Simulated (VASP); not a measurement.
# Ta (Im-3m) in VASP: further runs

Runs on Ta. Level: PBE. Tasks: relaxation of cell and atoms.

All numbers are computed with VASP 6.6.1; they aren't measurements. Logs are shortened: lines on timing, memory, paths and dates and some standing lists are left out, and cuts for length are marked.

## 1. Starting point

It takes space group Im-3m (No. 229, cubic). The conventional cell has a = 3.303 Å, b = 3.303 Å, c = 3.303 Å, α = 90.00°, β = 90.00°, γ = 90.00°. Ta (site symmetry m-3m) has 8 Ta at 2.86 Å as nearest neighbours.

## 2. Relaxation of cell and atoms, PBE

The input, INCAR:

```
SYSTEM = Ta
PREC = Accurate ; ENCUT = 520
EDIFF = 1E-7 ; ISMEAR = 0
SIGMA = 1.0 ; LREAL = .False.
LASPH = .True. ; NELM = 80
ALGO = Normal ; ISIF = 3
LWAVE = .False. ; LCHARG = .False.
GGA = PE ; IBRION = 2
NSW = 80 ; EDIFFG = -0.002
```

The input, KPOINTS:

```
Automatic mesh
0
Gamma
  18 18 18
  0 0 0
```

The input, POSCAR:

```
Ta
1.0
   -1.6512800000      1.6512800000      1.6512800000
    1.6512800000     -1.6512800000      1.6512800000
    1.6512800000      1.6512800000     -1.6512800000
Ta
1
Direct
    0.0000000000      0.0000000000      0.0000000000
```

Potentials or basis: VASP PAW PBE potentials, release 64 (Ta_pv).

On the command line:

```
$ cat potpaw_PBE.64/Ta_pv/POTCAR > POTCAR
$ mpirun -np 1 vasp_std > vasp.out
```

OUTCAR:

```text
SYSTEM = Ta
   PREC = Accurate
   ENCUT = 520
   EDIFF = 1E-7
   ISMEAR = 0
   LREAL = .False.
   LASPH = .True.
   NELM = 80
   ISIF = 3
   GGA = PE
   IBRION = 2
   NSW = 80
   EDIFFG = -0.002

 ion  position               nearest neighbor table
   1  0.000  0.000  0.000-

  LATTYP: Found a body centered cubic cell.
 ALAT       =     3.3025600000

  Lattice vectors:

 A1 = (  -1.6512800000,   1.6512800000,   1.6512800000)
 A2 = (   1.6512800000,  -1.6512800000,   1.6512800000)
 A3 = (   1.6512800000,   1.6512800000,  -1.6512800000)

Analysis of symmetry for initial positions (statically):
=====================================================================
 Subroutine PRICEL returns:
 Original cell was already a primitive cell.

 Routine SETGRP: Setting up the symmetry group for a
 body centered cubic supercell.

 Subroutine GETGRP returns: Found 48 space group operations
 (whereof 48 operations were pure point group operations)
 out of a pool of 48 trial point group operations.

The static configuration has the point symmetry O_h .

Analysis of symmetry for dynamics (positions and initial velocities):
=====================================================================
 Subroutine PRICEL returns:
 Original cell was already a primitive cell.

 Routine SETGRP: Setting up the symmetry group for a
 body centered cubic supercell.

 Subroutine GETGRP returns: Found 48 space group operations
 (whereof 48 operations were pure point group operations)
 out of a pool of 48 trial point group operations.

The dynamic configuration has the point symmetry O_h .

 Subroutine INISYM returns: Found 48 space group operations
 (whereof 48 operations are pure point group operations),
 and found     1 'primitive' translations

----------------------------------------------------------------------------------------

                                     Primitive cell

  volume of cell :      18.0104

  direct lattice vectors                    reciprocal lattice vectors
    -1.651280000  1.651280000  1.651280000     0.000000000  0.302795407  0.302795407
     1.651280000 -1.651280000  1.651280000     0.302795407  0.000000000  0.302795407
     1.651280000  1.651280000 -1.651280000     0.302795407  0.302795407  0.000000000

  length of vectors
     2.860100858  2.860100858  2.860100858     0.428217371  0.428217371  0.428217371

  position of ions in fractional coordinates (direct lattice)
     0.000000000  0.000000000  0.000000000

  ion indices of the primitive-cell ions
   primitive index   ion index
                 1           1

----------------------------------------------------------------------------------------

 KPOINTS: Automatic mesh

Automatic generation of k-mesh.
 Grid dimensions read from file:
 generate k-points for:   18   18   18

 Generating k-lattice:

  Cartesian coordinates                     Fractional coordinates (reciprocal lattice)
     0.000000000  0.016821967  0.016821967     0.055555556  0.000000000  0.000000000
     0.016821967  0.000000000  0.016821967     0.000000000  0.055555556  0.000000000
     0.016821967  0.016821967  0.000000000     0.000000000  0.000000000  0.055555556

  Length of vectors
     0.023789854  0.023789854  0.023789854

  Shift w.r.t. Gamma in fractional coordinates (k-lattice)
     0.000000000  0.000000000  0.000000000

 Subroutine IBZKPT returns following result:
 ===========================================

 Found    195 irreducible k-points:

 Following reciprocal coordinates:
            Coordinates               Weight
  0.000000  0.000000  0.000000      1.000000
  0.055556  0.000000  0.000000     12.000000
  0.111111  0.000000  0.000000     12.000000
  0.166667  0.000000  0.000000     12.000000
  0.222222  0.000000  0.000000     12.000000
  0.277778  0.000000  0.000000     12.000000
[... 16 lines left out ...]
  0.333333  0.111111  0.000000     48.000000
  0.388889  0.111111  0.000000     48.000000
 [... further k-points ...]
   k-points           NKPTS =    195   k-points in BZ     NKDIM =    195   number of bands    NBANDS=      9
   number of dos      NEDOS =    301   number of ions     NIONS =      1
   total plane-waves  NPLWV =  13824
   dimension x,y,z NGX =    24 NGY =   24 NGZ =   24
   dimension x,y,z NGXF=    48 NGYF=   48 NGZF=   48
   ions per type =               1
   NGX,Y,Z   is equivalent  to a cutoff of  13.95, 13.95, 13.95 a.u.
   NGXF,Y,Z  is equivalent  to a cutoff of  27.90, 27.90, 27.90 a.u.
 SYSTEM =  Ta
   PREC   = accura    normal or accurate (medium, high low for compatibility)
   ISTART =      0    job   : 0-new  1-cont  2-samecut
   ICHARG =      2    charge: 1-file 2-atom 10-const
   ISPIN  =      1    spin polarized calculation?
   LNONCOLLINEAR =      F non collinear calculations
   LSORBIT =      F    spin-orbit coupling
   LASPH  =      T    aspherical Exc in radial PAW
   ENCUT  =  520.0 eV  38.22 Ry    6.18 a.u.   5.32  5.32  5.32*2*pi/ulx,y,z
   NELM   =     80;   NELMIN=  2; NELMDL= -5     # of ELM steps
   EDIFF  = 0.1E-06   stopping-criterion for ELM
   LREAL  =      F    real-space projection
   EDIFFG = -.2E-02   stopping-criterion for IOM
   NSW    =     80    number of steps for IOM
   IBRION =      2    ionic relax: 0-MD 1-quasi-New 2-CG
   NFREE  =      1    steps in history (QN), initial steepest desc. (CG)
   ISIF   =      3    stress and relaxation
   ISYM   =      2    0-nonsym 1-usesym 2-fastsym
   POTIM  = 0.5000    time-step for ionic-motion
   TEBEG  =    0.0;   TEEND  =   0.0 temperature during run
   PSTRESS=    0.0 pullay stress
   NELECT =      11.0000    total number of electrons
   NUPDOWN=      -1.0000    fix difference up-down
   EMIN   =  10.00;   EMAX   =-10.00  energy-range for DOS
   EFERMI =   0.00;   METHOD = LEGACY
   ISMEAR =     0;   SIGMA  =   1.00  broadening in eV -4-tet -1-fermi 0-gaus
   EFERMI_NEDOS =   21; number of points for ismear=-14 and -15
   IALGO  =     38    algorithm
   IMIX   =      4    mixing-type and parameters
     AMIX     =   0.40;   BMIX     =  1.00
     AMIX_MAG =   1.60;   BMIX_MAG =  1.00
  volume/ion in A,a.u.               =      18.01       121.54
  Fermi-wavevector in a.u.,A,eV,Ry     =   1.388988  2.624806 26.249534  1.929286
  Thomas-Fermi vector in A             =   2.513061
   LORBIT       =      0    0 simple, 1 ext, 2 COOP (PROOUT), +10 PAW based schemes
   GGA     = PE    functional components
   LHFCALC =     F    Hartree Fock is set to
   AEXX    =    0.0000 exact exchange contribution
   IVDW    =     0    specifies the selected vdW correction
   LEPSILON=     F    determine dielectric tensor
   LRPA    =     F    only Hartree local field effects (RPA)
 conjugate gradient relaxation of ions
 non-spin polarized calculation
 Gauss-broadening in eV      SIGMA  =   1.00
  energy-cutoff  :      520.00
  volume of cell :       18.01
 maximum number of plane-waves:       498
 NGX is ok and might be reduce to    24
   NGX = 11   NGY = 11   NGZ = 11

--------------------------------------- Ionic step        1  -------------------------------------------

 number of electron      11.0000002 magnetization

 Free energy of the ion-electron system (eV)
  ---------------------------------------------------
  ext. energy  EPLUGINS =         0.00000000
  ---------------------------------------------------
  free energy    TOTEN  =       -12.10392402 eV

  energy without entropy =      -11.57434427  energy(sigma->0) =      -11.83913414

------------------------ aborting loop because EDIFF is reached ----------------------------------------

  FORCE on cell =-STRESS in cart. coord.  units (eV):
  Direction    XX          YY          ZZ          XY          YZ          ZX
  --------------------------------------------------------------------------------------
  -------------------------------------------------------------------------------------
  Total        0.6481458      0.6481458      0.6481458      0.0000000      0.0000000      0.0000000
  in kB       57.6582092     57.6582092     57.6582092      0.0000000      0.0000000      0.0000000
  external PRESSURE =      57.6582092 kB  Pullay stress =       0.0000000 kB
[... 90 lines left out ...]
  energy  without entropy=      -11.5684406154  energy(sigma->0) =      -11.84084198

--------------------------------------- Ionic step        4  -------------------------------------------

 number of electron      10.9999999 magnetization

 Free energy of the ion-electron system (eV)
  ---------------------------------------------------
  ext. energy  EPLUGINS =         0.00000000
  ---------------------------------------------------
  free energy    TOTEN  =       -12.11324767 eV

  energy without entropy =      -11.56874797  energy(sigma->0) =      -11.84099782

 E-fermi :   5.4419     XC(G=0): -12.4678

 val. band max:        5.4415193184   @ k =  -0.1667   0.2222   0.0556
 cond. band min:       5.4462983990   @ k =  -0.2222   0.2778   0.1111
 fundamental gap:      0.0047790805
 Fermi energy:         5.4419365201

 k-point     1 :       0.0000    0.0000    0.0000
  band No.  band energies     occupation
      1     -27.9092      2.00000
      2     -27.9092      2.00000
      3     -27.9092      2.00000
      4      -2.5504      2.00000
      5       5.9982      0.43147
      6       5.9982      0.43147
      7       5.9982      0.43147
      8       9.1687      0.00000
      9       9.1687      0.00000
[... 265 lines left out ...]
 k-point    24 :       0.3889    0.1111    0.0000
  band No.  band energies     occupation
      1     -28.9106      2.00000
      2     -28.2845      2.00000
      3     -27.9619      2.00000
      4       1.3812      2.00000
      5       3.9152      1.96916
      6       5.8354      0.57792
      7       8.9116      0.00000
      8      10.1536      0.00000
      9      12.8875      0.00000

 [... further k-points ...]

------------------------ aborting loop because EDIFF is reached ----------------------------------------

  FORCE on cell =-STRESS in cart. coord.  units (eV):
  Direction    XX          YY          ZZ          XY          YZ          ZX
  --------------------------------------------------------------------------------------
  -------------------------------------------------------------------------------------
  Total       -0.0000233     -0.0000233     -0.0000233     -0.0000000      0.0000000     -0.0000000
  in kB       -0.0020167     -0.0020167     -0.0020167     -0.0000000      0.0000000     -0.0000000
  external PRESSURE =      -0.0020167 kB  Pullay stress =       0.0000000 kB
[... 16 lines left out ...]
  FREE ENERGIE OF THE ION-ELECTRON SYSTEM (eV)
  ---------------------------------------------------
  free  energy   TOTEN  =       -12.1132476741 eV

  energy  without entropy=      -11.5687479664  energy(sigma->0) =      -11.84099782

 reached required accuracy - stopping structural energy minimisation
```

It took 45 s on 1 thread of Intel Xeon Platinum 8488C (Sapphire Rapids), shared host; peak memory 0.17 GiB.

What came out:

| Property | Result |
| --- | --- |
| Free energy | -12.1132 eV |
| Relaxed volume | 18.54 Å³/atom |
| Relaxed cell | a = 2.888 Å, b = 2.888 Å, c = 2.888 Å, α = 109.47°, β = 109.47°, γ = 109.47° |
| Space group after relaxing (to 0.05 Å) | Im-3m (No. 229) |
| Energy gained by relaxing | 9.3 meV/atom |
| Ionic steps | 4 |
| Pressure after relaxing | 0.0 GPa |
| Band gap on the k mesh | none (metal or under the smearing width) |

Step by step:
```csv
step,energy change (eV),largest force (eV/Å),pressure (GPa),volume (Å³)
1,0.0000,0.0000,5.77,18.01
2,0.0325,0.0000,-10.49,19.75
3,-0.0093,0.0000,-0.11,18.55
4,-0.0093,0.0000,0.00,18.54
```

Final structure:
```yaml
crystal:
  lattice:
    - [-1.66738, 1.66738, 1.66738]
    - [1.66738, -1.66738, 1.66738]
    - [1.66738, 1.66738, -1.66738]
  atoms:
    - { symbol: Ta, position: [0.00000, 0.00000, 0.00000] }
```

Spin-orbit coupling is left out, which matters for the levels of Ta. PBE usually gives volumes a little too large and moduli too small.

## 3. Relaxation of cell and atoms, PBE

This run uses another cell than the first one, of 18.54 Å³/atom, 1.030 times its volume.

INCAR is that of step 2.

KPOINTS is that of step 2.

The input, POSCAR:

```
Ta                                      
1.0
   -1.6673809764      1.6673809764      1.6673809764
    1.6673809764     -1.6673809764      1.6673809764
    1.6673809764      1.6673809764     -1.6673809764
  Ta            
     1
Direct
     0.0000000000000000    0.0000000000000000    0.0000000000000000
```

Potentials or basis: VASP PAW PBE potentials, release 64 (Ta_pv).

On the command line:

```
$ cat potpaw_PBE.64/Ta_pv/POTCAR > POTCAR
$ mpirun -np 1 vasp_std > vasp.out
```

It took 20 s on 1 thread of Intel Xeon Platinum 8488C (Sapphire Rapids), shared host; peak memory 0.17 GiB.

It converged, with:

* Free energy: -12.1134 eV
* Pressure after relaxing: 0.0 GPa
* Band gap on the k mesh: none (metal or under the smearing width)

Final structure:
```
CELL_PARAMETERS angstrom
-1.66738 1.66738 1.66738
1.66738 -1.66738 1.66738
1.66738 1.66738 -1.66738
ATOMIC_POSITIONS crystal
Ta 0.00000 0.00000 0.00000
```

Levels at points of the mesh, in eV from the Fermi level:
```
           k point  band 4  band 5  band 6  band 7  band 8  band 9
(0.00, 0.00, 0.00)   -7.99    0.56    0.56    0.56    3.73    3.73
(0.50, 0.00, 0.00)   -4.43   -1.64    1.27    3.59    4.59    7.35
(0.50, 0.50, 0.50)   -3.82   -3.82    6.43    6.43    6.43    8.21
```

Caveat: the relaxation stopped at its first step, so nothing moved.
